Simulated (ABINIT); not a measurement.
The system is Sb.

```xyz
1
Lattice="-1.5765 1.5765 2.7119 1.5765 -1.5765 2.7119 1.5765 1.5765 -2.7119" Properties=species:S:1:pos:R:3 pbc="T T T"
Sb    0.0000    0.0000    0.0000
```

This isn't the form of Sb at room conditions, which is rhombohedral.

- Program: ABINIT 10.8.3 (patched build)
- Task: relaxation of cell and atoms
- Functional: LDA
- Potentials or basis: JTH PAW LDA v2.0
- Cutoff: 435 eV
- k mesh: 12 × 12 × 12
- Occupations: fermi-dirac, width 0.05 eV
- Spin: no spin polarisation

At the start: pressure -2.4 GPa; volume 26.96 Å³/atom.

How do energy, volume and symmetry change on relaxing?

Over 13 steps the energy falls by 10.5 meV/atom and the volume is 25.86 Å³/atom (-4.1 %); space group I4/mmm (No. 139, to 0.05 Å).

The path:
| step | energy change (eV) | largest force (eV/Å) | pressure (GPa) | volume (Å³) |
| --- | --- | --- | --- | --- |
| 1 | 0.0000 | 0.0000 | -2.42 | 26.96 |
| 2 | -0.0027 | 0.0000 | -1.98 | 26.76 |
| 3 | -0.0078 | 0.0000 | 0.14 | 25.92 |
| 4 | -0.0079 | 0.0000 | 0.01 | 25.96 |
| 5 | -0.0080 | 0.0000 | -0.12 | 26.01 |
| 6 | -0.0084 | 0.0000 | -0.47 | 26.10 |
| 7 | -0.0043 | 0.0000 | -1.71 | 26.48 |
| 8 | -0.0092 | 0.0000 | -0.59 | 26.12 |
| 9 | -0.0096 | 0.0000 | -0.58 | 26.10 |
| 10 | -0.0103 | 0.0000 | -0.30 | 25.96 |
| 11 | -0.0104 | 0.0000 | -0.19 | 25.93 |
| 12 | -0.0105 | 0.0000 | -0.03 | 25.87 |
| 13 | -0.0105 | 0.0000 | 0.00 | 25.86 |

Final structure:
```
Sb
1.0
    -1.57871    1.57871    2.59383
     1.57871   -1.57871    2.59383
     1.57871    1.57871   -2.59383
Sb
1
Direct
  0.00000 0.00000 0.00000
```
